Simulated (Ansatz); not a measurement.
## ZnS: enthalpy against pressure

ZnS, P6_3mc, a = 3.782 Å, c = 6.207 Å. The compound has several low-lying forms, and this is one of them. Ansatz: PBEsol, PAW, 420 eV, Γ-centred 12×12×6 mesh on 4 atoms, Gaussian smearing 0.02 eV; no spin polarisation. Cell and atoms are relaxed at each pressure, and no other structure is tried; the real crystal is known to change phase within this range, so the rows at high pressure are metastable. y is the enthalpy over the state at zero pressure; there V0 = 19.221 Å³/atom. The pressures are the targets, met within 0.02 GPa.

| P (GPa) | y (eV/atom) |
| --- | --- |
| -2.0 | -0.2432 |
| 0.0 | 0.0000 |
| 2.0 | 0.2371 |
| 5.0 | 0.5827 |
| 10.0 | ? |
| 20.0 | 2.1807 |
| 40.0 | 4.0902 |

Task: Fit y = c1 P + c2 P² + c3 P³ to the other rows, say what c1 and c2 mean, and predict the missing value.

Result: Least squares on the rows shown. y = 0.11976 P − 0.00063524 P² + 4.9422×10⁻⁶ P³. Since dH/dP = V, c1 is V0: 0.11976 eV/GPa × 160.2 = 19.186 Å³ against 19.221; c2 = −V0/(2B0) gives B0 = 94 GPa, where a Birch–Murnaghan fit to the volumes of the same runs (not shown) gives 79 GPa: a cubic over this range folds the higher terms into c2. At P = 10.0 the fit asked for gives 1.1390 eV/atom. The run gave 1.1368 eV/atom, so the fit is 0.0022 eV/atom too high, 0.051 % of the span of the series, against an rms of 0.0006 eV/atom on the fitted rows. With a term in P⁴ added, a fit to the same known rows predicts 1.1361 eV/atom, so most of the miss is curvature that the known rows already hold.

Cost: 7 runs of about 7 core-minutes in all, on Arm Neoverse V1 (shared hosts).